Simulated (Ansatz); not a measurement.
AlN under changes of volume

One of the cells (10.417 Å³/atom); the others are scaled copies at fixed shape and fractional positions:

```
CELL_PARAMETERS angstrom
0.00000 2.18399 2.18399
2.18399 0.00000 2.18399
2.18399 2.18399 0.00000
ATOMIC_POSITIONS crystal
Al 0.00000 0.00000 0.00000
N 0.25000 0.25000 0.25000
```

Measurements of this composition are mostly on another form, of space group No. 186.

```yaml
Program: Ansatz 0.2.0
Functional: HISS
Potentials_or_basis: Ansatz PAW
Cutoff: "420 eV (not typed: the program's choice for these potentials)"
k_mesh: 5 × 5 × 5
Occupations: fermi-dirac, width 0.05 eV
Spin: no spin polarisation
```

| volume (Å³/atom) | energy over the lowest point (meV/atom) | pressure (GPa) | gap on the mesh (eV) |
| --- | --- | --- | --- |
| 9.792 | ? | ? | ? |
| 10.001 | 4.61 | 6.0 | 6.01 |
| 10.209 | 0.00 | 1.2 | 5.97 |
| 10.417 | 1.30 | -3.2 | 5.93 |
| 10.626 | 8.30 | -7.3 | 5.89 |
| 10.834 | 20.21 | -11.0 | 5.85 |
| 11.042 | 36.48 | -14.2 | 5.81 |

**Question.** What does the run at 9.792 Å³/atom give?

**Answer.** Energy over the lowest point 15.86 meV/atom; pressure 11.4 GPa; gap on the mesh 6.05 eV.

Worked out: A Birch-Murnaghan fit of order 3 (a polynomial in V^(-2/3)) to the other rows has its minimum at 10.26 Å³/atom with B0 = V·E''(V) = 225 GPa and B' = 4.2. It gives 16.15 meV/atom at 9.792 Å³/atom, against the run's 15.86, and -dE/dV = 11.6 GPa, against 11.4. A straight line through the other rows of the gap, of slope -2.02 eV per unit of ln V, extrapolates to 6.05 eV, against the run's 6.05.

Energies are extrapolated to zero smearing.

Caveats: all runs use coarse meshes; odd divisions of the mesh miss points on the zone boundary, where band edges often lie, so the gap on the mesh can be too wide; the PAW data sets come from PBE, with cores solved anew for the run's functional, which leaves a small shift of forces and pressure; the thresholds are loose for stress.

A mesh can miss the band edges.
